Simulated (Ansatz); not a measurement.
# Ru: the cost of one run

Method: DFT PBEsol, scalar-relativistic, plane waves, PAW, in Ansatz 0.2.0.

2 further runs of the same task are left out: 1 that didn't finish, 1 set aside as unsound or not needed.

## 1. The system as given

Symmetry: P6_3/mmc, No. 194, hexagonal system. Conventional cell: a = 2.690 Å, b = 2.690 Å, c = 4.252 Å, α = 90.00°, β = 90.00°, γ = 120.00°. Ru (site symmetry -6m2) has 12 Ru at 2.63 to 2.69 Å in its first shell of neighbours.

Coordinates:

```cif
data_structure
_symmetry_space_group_name_H-M 'P 1'
_symmetry_Int_Tables_number 1
_cell_length_a 2.6895
_cell_length_b 2.6895
_cell_length_c 4.2519
_cell_angle_alpha 90.000
_cell_angle_beta 90.000
_cell_angle_gamma 120.000
_cell_volume 26.64
loop_
_atom_site_label
_atom_site_type_symbol
_atom_site_fract_x
_atom_site_fract_y
_atom_site_fract_z
_atom_site_occupancy
Ru1 Ru 0.33333 0.66667 0.25000 1
Ru2 Ru 0.66667 0.33333 0.75000 1
```

It is the result of an earlier relaxation at this level (volume 13.32 Å³/atom; gap on the mesh: none (metal)).

## 2. The [001] wire, 16 host atoms a period

The wire is cut from the relaxed crystal, periodic along c with vacuum across. Atoms and period relax; energies count from the bulk, -5816.5035 eV an atom.

The cell holds 16 Ru: a = 15.700 Å, b = 14.700 Å, c = 4.252 Å, α = 90.00°, β = 90.00°, γ = 90.00°.

## 3. The relaxation run

Pressure and volume refer to the whole cell with its vacuum; only the period along c may change.

Input file input.yaml:

```yaml
crystal:
  lattice:
    - [15.7, 0.0, 0.0]
    - [0.0, 14.7, 0.0]
    - [0.0, 0.0, 4.2519209237]
  atoms:
    - { symbol: Ru, position: [0.2858659229, 0.3679594039, 0.25] }
    - { symbol: Ru, position: [0.4571731846, 0.3679594039, 0.25] }
    - { symbol: Ru, position: [0.3715195537, 0.5264081192, 0.25] }
    - { symbol: Ru, position: [0.6284804463, 0.3679594039, 0.25] }
    - { symbol: Ru, position: [0.5428268154, 0.5264081192, 0.25] }
    - { symbol: Ru, position: [0.4571731846, 0.6848568346, 0.25] }
    - { symbol: Ru, position: [0.7141340771, 0.5264081192, 0.25] }
    - { symbol: Ru, position: [0.6284804463, 0.6848568346, 0.25] }
    - { symbol: Ru, position: [0.3715195537, 0.3151431654, 0.75] }
    - { symbol: Ru, position: [0.2858659229, 0.4735918808, 0.75] }
    - { symbol: Ru, position: [0.5428268154, 0.3151431654, 0.75] }
    - { symbol: Ru, position: [0.4571731846, 0.4735918808, 0.75] }
    - { symbol: Ru, position: [0.3715195537, 0.6320405961, 0.75] }
    - { symbol: Ru, position: [0.6284804463, 0.4735918808, 0.75] }
    - { symbol: Ru, position: [0.5428268154, 0.6320405961, 0.75] }
    - { symbol: Ru, position: [0.7141340771, 0.6320405961, 0.75] }
basis:
  ecutwfc: 420
kpoints:
  mp_grid: { grid: [1, 1, 13] }
hamiltonian:
  xc: pbesol
scf:
  occupations: { method: gaussian, width: 0.05 }
output:
  forces: true
  stress: true
  eigenvalues: true
  populations: true
  write_density: true
  write_potential: true
  elf: true
  volumetric_format: npy
relax:
  adjacent_minimum: "off"
  f_tol: 0.02
  max_steps: 45
  cell: { fix: [a, b, alpha, beta, gamma], stress_tol: 0.03 }
```

Run with:

```bash
$ ansatz run input.yaml --threads 4 --pin off --max-ram 11264MiB --backend cpu --events-out ev --progress --plain --runs-dir out
```

**Question.** How long does this run take on 4 threads of AMD EPYC 9R45 (Zen 5), shared host, and how much memory does it need?

About 81 s, with a peak of 3.2 GiB.
